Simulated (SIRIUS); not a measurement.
# Ge under changes of volume

One of the cells (22.639 Å³/atom); the others are scaled copies at fixed shape and fractional positions:

```
Ge
1.0
     0.00000    2.82891    2.82891
     2.82891    0.00000    2.82891
     2.82891    2.82891    0.00000
Ge
2
Cartesian
  4.2434 4.2434 4.2434
  2.8289 2.8289 2.8289
```

| Quantity | Value |
| --- | --- |
| Program | SIRIUS 7.12.0 |
| Functional | RPBE |
| Potentials or basis | all-electron FP-LAPW |
| Cutoff | 193 eV |
| Basis | apw+lo standard |
| k mesh | 8 × 8 × 8 |
| Occupations | fermi-dirac, width 0.05 eV |
| Spin | no spin polarisation |

```tsv
volume (Å³/atom)	energy over the lowest point (meV/atom)	gap on the mesh (eV)
21.281	?	?
21.733	67.19	0.39
22.186	44.85	0.33
22.639	27.49	0.15
23.092	14.05	none
23.545	5.23	none
23.997	0.00	none
```

Task: What does the run at 21.281 Å³/atom give?

Result: Energy over the lowest point 94.99 meV/atom; gap on the mesh 0.46 eV.

Worked out: A Birch-Murnaghan fit of order 3 (a polynomial in V^(-2/3)) to the other rows has its minimum at 24.42 Å³/atom, just outside them, with B0 = V·E''(V) = 65 GPa (rough, since the energies scatter). It gives 94.36 meV/atom at 21.281 Å³/atom, against the run's 94.99.

Energies are extrapolated to zero smearing.

A mesh can miss the band edges. Spin-orbit coupling on Ge is left out.

A gap of «none» marks a metal or a gap under the smearing width.
